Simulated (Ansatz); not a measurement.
# Pb (simple hexagonal type) under strong compression

```xyz
1
Lattice="3.4182 0.0000 0.0000 -1.7091 2.9603 0.0000 0.0000 0.0000 3.2715" Properties=species:S:1:pos:R:3 pbc="T T T"
Pb    0.0000    0.0000    0.0000
```

The cell comes from a relaxation on PAW files under the same functional, begun from a prototype that needn't be the stable phase.

Its volume is scaled, and at each volume shape and atoms are relaxed on PAW files; all methods then take that cell.

All numbers are PBE results (scalar-relativistic) from Ansatz 0.2.0, with a Γ-centred 13×13×12 k mesh, Fermi–Dirac smearing of 0.1 eV, no spin polarisation. Methods: LAPW: all electrons, basis error target 1 meV/atom; PAW: frozen-core files, cutoff 420 eV; crystal datasets: all electrons, by PAW datasets that the program makes for each cell; norm-conserving: pseudopotentials, cutoff 850 eV; PAW (core large): files with a larger core, cutoff 420 eV.

Energies are extrapolated to zero smearing and count from the unscaled cell; pressure is positive in compression; gaps take the mesh and a band path. No temperature or zero-point motion is included.

Spin–orbit coupling is left out, which matters for the heavy atoms. The structure type is held throughout; the real material can change phase at far lower pressure.

```
V/V0  V (Å³/atom)  P LAPW (GPa)  ΔE LAPW (eV/atom)  P PAW − LAPW (GPa)  ΔE PAW − LAPW (meV/atom)  space group  shortest distance (Å)
1.00        33.10          0.03              0.000               -0.01                       0.0       P6/mmm                  3.272
0.90        29.79          5.10              0.046               -0.01                      -0.2       P6/mmm                  3.148
0.80        26.48         14.42              0.236               -0.01                      -0.4       P6/mmm                  3.021
0.70        23.17             ?                  ?                   ?                         ?            ?                      ?
0.60        19.86          67.7              1.686                0.01                      -0.7       P6/mmm                  2.740
0.50        16.55         144.2              3.767                0.10                       0.4       P6/mmm                  2.574
0.40        13.24         329.9              8.372                0.46                       5.4       P6/mmm                  2.382
```

Fit the Vinet equation to the LAPW pressures shown (residuals weighted by 1/(|P| + 0.03·Pmax)), and predict the pressure of the withheld row.

The fit gives V0 = 33.23 Å³/atom, B0 = 33 GPa and B0′ = 5.81. At 23.17 Å³/atom, x = (V/V0)^(1/3) = 0.8868, and P = 3·B0·(1 − x)/x²·exp[1.5·(B0′ − 1)·(1 − x)] = 32.3 GPa. The run itself gave 32.2 GPa (+0.3 % off) and ΔE = 0.697 eV/atom.

From the table, what is the rise of the enthalpy H = E + pV up to the last row, and how stiff is the crystal between the last two rows?

ΔH = 8.372 eV + (329.9 GPa × 13.24 Å³ − 0.03 GPa × 33.10 Å³) × 0.006242 eV/(GPa·Å³) = 35.63 eV/atom, of which pV makes 77 %. The mean bulk modulus there is −ΔP/Δln V = 832 GPa.

At the smallest volume, how far do crystal datasets and norm-conserving and PAW (core large) lie from LAPW in pressure?

crystal datasets: 0.00 GPa; norm-conserving: +1.95 GPa; PAW (core large): +0.46 GPa, on a LAPW pressure of 329.9 GPa.

How do the Löwdin populations by LAPW change from the unscaled cell to the last row?

Pb 5s 1.99 → 1.96, Pb 6s 1.76 → 1.33, Pb 5p 6.00 → 5.96, Pb 6p 2.24 → 2.76, Pb 5d 9.99 → 9.93 electrons an atom. These are projections on the shells that the free atoms fill; 0.02 e a cell lies outside them at the start and 0.05 e at the end.
